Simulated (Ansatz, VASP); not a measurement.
Two plane-wave programs on PtSe2 (Sudovikovite)

```
Pt Se
1.0
     3.76153    0.00000    0.00000
    -1.88076    3.25758    0.00000
     0.00000    0.00000    4.85707
Pt Se
1 2
Direct
  0.00000 0.00000 0.00000
  0.33333 0.66667 0.26089
  0.66667 0.33333 0.73911
```

Alike in both runs: functional PBEsol; k mesh 15 × 15 × 10; occupations gaussian, width 0.1 eV; no spin polarisation.

Ansatz relaxed the structure, and its values are those at the end. VASP's run is a single point on that final structure, the one shown.

```csv
,VASP,Ansatz
version,VASP 6.6.1,Ansatz 0.2.0
potentials or method,"VASP PAW PBE potentials, release 64 (Pt, Se)","scalar-relativistic, plane waves, PAW"
plane-wave cutoff (eV),520,420
valence electrons in the cell,22,50
```

|  | VASP | Ansatz | Ansatz less VASP |
| --- | --- | --- | --- |
| gap on the k mesh at the Fermi level (eV) | none | none | - |
| pressure (GPa) | 0.1 | 0.0 | -0.12 |
| rms of the force components (eV/Å) | 0.006 | 0.001 | -0.0059 |

A gap of «none» marks a metal or a gap that the smearing closes. The functional is the same, so the differences come from potentials, cutoffs and numerics. The two sets of potentials don't hold the same shells in valence.

Caveats: the PAW data sets were made with another functional, which shifts forces and pressure a little (VASP). The runs have no spin-orbit coupling, so splittings on Pt are missing.
